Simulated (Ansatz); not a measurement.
## SnTe: equation of state with r2SCAN

SnTe:

```
CELL_PARAMETERS angstrom
0.00000 3.61115 3.61115
3.61115 0.00000 3.61115
3.61115 3.61115 0.00000
ATOMIC_POSITIONS crystal
Te 0.25000 0.25000 0.25000
Sn 0.00000 0.00000 0.00000
```

Measurements of this composition are mostly on another form, of space group No. 225.

```yaml
Program: Ansatz 0.2.0
Task: equation of state
Functional: r2SCAN
Potentials_or_basis: Ansatz PAW
Cutoff: 500 eV
Density_cutoff: 2000 eV
k_mesh: 7 × 7 × 7
Occupations: fermi-dirac, width 0.05 eV
Spin: no spin polarisation
```

| Property | Result |
| --- | --- |
| Equilibrium volume | 46.02 Å³/atom |
| Bulk modulus | 26 GPa |
| Pressure derivative of the bulk modulus | 3.8 |

Energy against volume, from the lowest point:
| volume (Å³/atom) | energy (meV/atom) |
| --- | --- |
| 44.265 | 5.85 |
| 45.207 | 1.19 |
| 46.149 | 0.00 |
| 47.091 | 1.96 |
| 48.033 | 6.77 |
| 48.974 | 14.17 |
| 49.916 | 23.92 |

All runs of the series together: 91 s on 2 threads of Intel(R) Xeon(R) Processor @ 2.50GHz (Skylake/Cascade Lake) (shared host).

Caveat: the PAW data sets were made with another functional, which shifts forces and pressure a little. Spin-orbit coupling is left out, which matters for the levels of Te.
